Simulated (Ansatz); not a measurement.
# Ni: the cost of one run

Computed with Ansatz 0.2.0 (DFT PBE, scalar-relativistic, plane waves, PAW, unless a step's input says otherwise).

**1. The starting structure**

It takes space group Pm-3n (No. 223, cubic). Conventional cell: a = 4.413 Å, b = 4.413 Å, c = 4.413 Å, α = 90.00°, β = 90.00°, γ = 90.00°. Around Ni (site symmetry m-3) lie 12 Ni at 2.47 Å. Around Ni (site symmetry -4m2) lie 6 Ni at 2.21 to 2.47 Å.

Structure file:

```
CELL_PARAMETERS angstrom
4.41270 0.00000 0.00000
0.00000 4.41270 0.00000
0.00000 0.00000 4.41270
ATOMIC_POSITIONS crystal
Ni 0.50000 0.50000 0.50000
Ni 0.00000 0.00000 0.00000
Ni 0.25000 0.00000 0.50000
Ni 0.50000 0.25000 0.00000
Ni 0.50000 0.75000 0.00000
Ni 0.75000 0.00000 0.50000
Ni 0.00000 0.50000 0.75000
Ni 0.00000 0.50000 0.25000
```

This is candidate A: beta-tungsten (A15) type (Pm-3n, No. 223).

(A quick probe on a coarse mesh, which set the mesh and smearing, is not shown.)

**3. Rough relaxation on the coarse mesh (candidate A)**

input.yaml

```yaml
crystal:
  lattice:
    - [4.412699678, 0.0, 0.0]
    - [0.0, 4.412699678, 0.0]
    - [0.0, 0.0, 4.412699678]
  atoms:
    - { symbol: Ni, position: [0.5, 0.5, 0.5], spin: 0.68 }
    - { symbol: Ni, position: [0.0, 0.0, 0.0], spin: 0.68 }
    - { symbol: Ni, position: [0.25, 0.0, 0.5], spin: 0.68 }
    - { symbol: Ni, position: [0.5, 0.25, 0.0], spin: 0.68 }
    - { symbol: Ni, position: [0.5, 0.75, 0.0], spin: 0.68 }
    - { symbol: Ni, position: [0.75, 0.0, 0.5], spin: 0.68 }
    - { symbol: Ni, position: [0.0, 0.5, 0.75], spin: 0.68 }
    - { symbol: Ni, position: [0.0, 0.5, 0.25], spin: 0.68 }
basis:
  ecutwfc: 420
kpoints:
  mp_grid: { grid: [4, 4, 4] }
hamiltonian:
  xc: pbe
scf:
  occupations: { method: gaussian, width: 0.1 }
  lower_state_search: "off"
output:
  forces: true
  stress: true
  eigenvalues: true
  populations: true
magnetization:
  spin_polarized: true
relax:
  adjacent_minimum: "off"
  f_tol: 0.04
  max_steps: 70
  cell: { stress_tol: 0.4 }
```

What time and memory should one allow on 1 thread of an x86-64 CPU, shared host?

About 53 s, with a peak of 0.51 GiB.
